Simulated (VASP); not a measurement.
# BN: relaxed cell and band gap, by functional and dispersion

BN, P1 (no. 1), 2 atoms in the cell.

| Functional | Dispersion | Volume (Å³/atom) | Change from the starting volume (fraction) | Gap, path and mesh (eV) | Time (s) |
|---|---|---|---|---|---|
| RPBE | D4 | 8.45 | 0.025 | 3.18 | 423 |
| BEEF-vdW | in the functional | 9.93 | 0.204 | 4.12 | 1430 |
| rev-vdW-DF2 | in the functional | 8.90 | 0.079 | 3.35 | 1057 |

## Input of the first row

INCAR.step1:
```
SYSTEM = BN
ALGO     = Normal         ! electronic algorithm
EDIFF    = 1E-7           ! SCF threshold, eV
EDIFFG   = -0.002         ! ionic threshold
ENCUT    = 600            ! plane-wave cutoff, eV
GGA      = RP             ! functional
GGA_COMPAT= .FALSE.      
IBRION   = 2              ! ionic algorithm
ISIF     = 3              ! what is computed and relaxed
ISMEAR   = 0              ! smearing method
IVDW     = 13             ! dispersion correction
KPAR     = 2            
LASPH    = .TRUE.         ! aspherical terms in the spheres
LCHARG   = .FALSE.        ! write CHGCAR
LREAL    = .FALSE.        ! projectors in reciprocal space
LWAVE    = .FALSE.        ! write WAVECAR
NELM     = 150            ! most SCF steps
NSW      = 60             ! ionic steps
PREC     = Accurate       ! precision mode
SIGMA    = 0.02           ! smearing width, eV
```

INCAR.step2, as INCAR.step1 but for:
```
- NSW = 60
+ NSW = 40
```

INCAR.step3, as INCAR.step2 but for:
```
- EDIFFG = -0.002
- IBRION = 2
- ISIF = 3
- NSW = 40
+ ISIF = 2
+ NBANDS = 11
```

KPOINTS:
```
k-points
0
Gamma
  9 9 6
```

KPOINTS_OPT:
```
path GYTZGXA1Y,TX1,XAZ,LG
8
line-mode
reciprocal
 0.0000000000  0.0000000000  0.0000000000  G
 0.5000000000 -0.5000000000  0.0000000000  Y

 0.5000000000 -0.5000000000  0.0000000000  Y
 0.5000000000 -0.5000000000 -0.5000000000  T

 0.5000000000 -0.5000000000 -0.5000000000  T
 0.0000000000  0.0000000000 -0.5000000000  Z

 0.0000000000  0.0000000000 -0.5000000000  Z
 0.0000000000  0.0000000000  0.0000000000  G

 0.0000000000  0.0000000000  0.0000000000  G
 0.3772664522  0.3772664522 -0.3772664522  X

 0.3772664522  0.3772664522 -0.3772664522  X
 0.7093019284 -0.2906980716 -0.2093019284  A1

 0.7093019284 -0.2906980716 -0.2093019284  A1
 0.5000000000 -0.5000000000  0.0000000000  Y

 0.5000000000 -0.5000000000 -0.5000000000  T
 0.6227335478 -0.3772664522 -0.6227335478  X1

 0.3772664522  0.3772664522 -0.3772664522  X
 0.2906980716  0.2906980716 -0.7906980716  A

 0.2906980716  0.2906980716 -0.7906980716  A
 0.0000000000  0.0000000000 -0.5000000000  Z

 0.5000000000  0.0000000000 -0.5000000000  L
 0.0000000000  0.0000000000  0.0000000000  G
```

POSCAR.step1:
```
BN
1.0
    2.5080409239      0.0000000000      0.0000000000
   -1.2467107647      2.1762310413      0.0000000000
   -0.6306650796     -1.0881155206      3.0225400000
N B
1 1
Direct
    0.6685060000      0.3323850000      0.9849990000
    0.9796430000      0.9834990000      0.0018060000
```

Commands (each step's output is kept before the next begins):
```
cat potpaw_PBE.64/N/POTCAR potpaw_PBE.64/B/POTCAR > POTCAR
cp INCAR.step1 INCAR
cp POSCAR.step1 POSCAR
mpirun -np 2 vasp_std > vasp.out
cp CONTCAR POSCAR
rm WAVECAR CHG
cp INCAR.step2 INCAR
mpirun -np 2 vasp_std > vasp.out
cp CONTCAR POSCAR
rm WAVECAR CHG
cp INCAR.step3 INCAR
mpirun -np 2 vasp_std > vasp.out
```

Changes of the last row against the first:
```
(all steps)
- GGA = RP
- IVDW = 13
+ GGA = MK
+ PARAM1 = 0.1234568
+ PARAM2 = 0.7114
+ ZAB_VDW = -1.8867
+ LUSE_VDW = True
+ AGGAC = 0.0
```

VASP 6.6.1 took 423 s on 2 cores (Intel Xeon Platinum 8259CL @ 2.50GHz (Skylake/Cascade Lake)), a shared host.
